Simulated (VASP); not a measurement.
# CdTe in VASP: relaxing the cell with several functionals

An exercise on one series of results from a longer session: the logs are not shown, and one member is left open.

The runs shown are made with VASP 6.6.1. PAW datasets, plane waves, zero pressure. Spin-unpolarised throughout; all numbers are computed.

## The system as given

It is cubic, F-43m (No. 216); a = 6.427 Å in the conventional setting, 33.19 Å³ an atom. Cd has 4 Te at 2.78 Å; Te has 4 Cd at 2.78 Å.

The structure in full:

```cif
data_structure
_symmetry_space_group_name_H-M 'P 1'
_symmetry_Int_Tables_number 1
_cell_length_a 4.5448
_cell_length_b 4.5448
_cell_length_c 4.5448
_cell_angle_alpha 60.000
_cell_angle_beta 60.000
_cell_angle_gamma 60.000
_cell_volume 66.38
loop_
_atom_site_label
_atom_site_type_symbol
_atom_site_fract_x
_atom_site_fract_y
_atom_site_fract_z
_atom_site_occupancy
Cd1 Cd 0.00000 0.00000 0.00000 1
Te1 Te 0.25000 0.25000 0.25000 1
```

The first run:

INCAR

```
ENCUT = 600.000000
SIGMA = 0.020000
EDIFF = 1.00e-07
EDIFFG = -5.00e-03
GGA = PE
PREC = Accurate
IBRION = 2
ISIF = 3
ISMEAR = -1
NBANDS = 16
NELM = 120
NSW = 40
LASPH = .TRUE.
LCHARG = .FALSE.
LWAVE = .FALSE.
LREAL = .FALSE.
```

KPOINTS

```
KPOINTS created by Atomic Simulation Environment
0
Gamma
6 6 6
0 0 0
```

POSCAR

```
Cd Te
 1.0000000000000000
     0.0000000000000000    3.2136470683999998    3.2136470683999998
     3.2136470683999998    0.0000000000000000    3.2136470683999998
     3.2136470683999998    3.2136470683999998    0.0000000000000000
 Cd  Te
   1   1
Cartesian
  0.0000000000000000  0.0000000000000000  0.0000000000000000
  1.6068235341999999  1.6068235341999999  1.6068235341999999
```

Potentials: the recommended PBE PAW datasets, 18 valence electrons in the neutral cell.

Among the steps run: Relaxing with PBE; Relaxation with r2SCAN; Relaxing with PBEsol; Relaxation with LDA.

One table of the session follows, with a row left open; its other results are not shown here.

| level | a (Å) | volume (Å³/atom) |
| --- | --- | --- |
| PBE | ? | ? |
| r2SCAN | 6.561 | 35.311 |
| PBEsol | 6.496 | 34.269 |
| LDA | 6.420 | 33.082 |

Estimate the missing values for PBE.

As computed: a (Å): 6.623; volume (Å³/atom): 36.317. In the column «a (Å)» it is the highest.

What this shows: The PBE run changed the volume by +9.4 % from its own start of 33.19 Å³/atom. LDA gives the smallest cell and PBE the largest, 9.8 % apart in volume. LDA's volume lies 8.9 % below PBE's. A measured a is 6.486 Å (quoted in “Electronic structure, structural and optical properties of thermally evaporated CdTe thin films”, 2006, arxiv:cond-mat/0608141); the misses are PBE +2.1 %, r2SCAN +1.2 %, PBEsol +0.2 %, LDA -1.0 %. 2 values of this kind are on record in papers (6.482 to 6.486 Å); this one was drawn at random.

**Measured values.**

**Q: What is the structure, and how large is the cell?**

A: The phase is cubic zinc blende, space group $F\bar{4}3m$, and the compiled cell edge at room temperature is $a = 6.4805 \pm 0.0004$ Å [1]. A static, zero-kelvin cell should be smaller by several thousandths of an ångström, because thermal expansion and zero-point motion both enlarge the measured one; that is well beyond the quoted uncertainty. In a nanocrystalline quantum-dot film on ZMO/CdS, annealed at low temperature, electron microscopy gives a (111) spacing of about $0.369$ nm [13]. This is a little over 1% below the spacing implied by the bulk cell, and is a doubtful guide to the ideal crystal.

**Q: What are the band gap and the nearby optical energies?**

A: The compiled gap is $1.606$ eV at 2 K [3], and the free-exciton binding energy is $10$ meV [6]. An exciton line therefore lies below the gap by that amount. Spin-orbit splitting raises the valence-band top, so a calculation without it should give a gap larger by about $0.3$ eV, other things being equal. Zero-point motion lowers the measured gap further. The $E_1$ transition is put at $3.44$ eV at 77 K and $3.28$ eV at room temperature [5], a fall of $0.16$ eV on warming.

**Q: What are the zone-centre phonons and the dielectric constants?**

A: Compiled room-temperature Raman values are $140$ cm$^{-1}$ for the TO mode and $169$ cm$^{-1}$ for the LO mode [2]. A second compilation has $140$ and $170$ cm$^{-1}$ [5], and infrared reflectivity also gives $140$ cm$^{-1}$ for TO [10]. The static relative permittivity is $10.2$ [4] and the high-frequency constant $7.2$ [7], both at room temperature. With the TO and LO frequencies above, they satisfy the Lyddane–Sachs–Teller relation to within a few per cent. Like the other figures from reference works, these suit a general comparison better than a fine test.

**Q: How stiff is the crystal, and how do its bands respond to shear?**

A: The compiled elastic constants are $C_{11} = 53.3$, $C_{12} = 36.5$ and $C_{44} = 20.4$ GPa [9]. The first two imply a bulk modulus of about $42$ GPa, as also tabulated [8]. For the valence-band shear deformation potential $b$, one paper quotes two earlier experimental results, $-1.05 \pm 0.01$ eV and $1.24$ eV, the second printed without a minus sign [12]. Their magnitudes differ by roughly $0.2$ eV. The same paper describes its own result as close to the first [12].

**Q: What happens under pressure?**

A: In a Bridgman-grown n-type single crystal compressed at room temperature, resistivity, carrier density and mobility change abruptly at about $4$ GPa [11]. The authors assign this to the transition to the rock-salt phase and find it in agreement with X-ray diffraction [11]. An onset seen on compression can lie above the equilibrium pressure that calculated enthalpies give.

Sources

[1] a printed reference work, on crystal structures and unit cells of minerals
[2] a printed reference work, on zone-centre phonons in semiconductors and insulators
[3] a printed reference work, on properties of compound semiconductors and elemental semiconductors
[4] a printed reference work, on semiconductor lattice properties for microwave transistors
[5] a printed reference work, on Raman scattering in narrow gap semiconductors
[6] a printed reference work, on luminescence-related properties of II-VI compound semiconductors
[7] a printed reference work, on mercury cadmium telluride alloy properties for infrared detectors
[8] a printed reference work, on semiconductor families for infrared photodetectors
[9] a printed reference work, on elastic constants of cubic semiconductor crystals
[10] a printed reference work, on infrared lattice optical properties of polar semiconductors
[11] "Hall-effect and resistivity measurements in CdTe and ZnTe at high pressure: Electronic structure of impurities in the zincblende phase and the semi-metallic or metallic character of the high-pressure phases" (2010, arXiv:1009.4304)
[12] "Angle-resolved optically detected magnetic resonance as a tool for strain determination in nanostructures" (2021, arXiv:2106.06451)
[13] "Study on the Aqueous CdTe Quantum Dots Solar Device Deposited by Blade Coating on Magnesium Zinc Oxide Window Layer" (2022, doi:10.3390/nano12091523)

The values used for the comparison:

From “Electronic structure, structural and optical properties of thermally evaporated CdTe thin films”, 2006, arxiv:cond-mat/0608141, for a bulk crystal of CdTe: lattice constant a 6.486 Å.
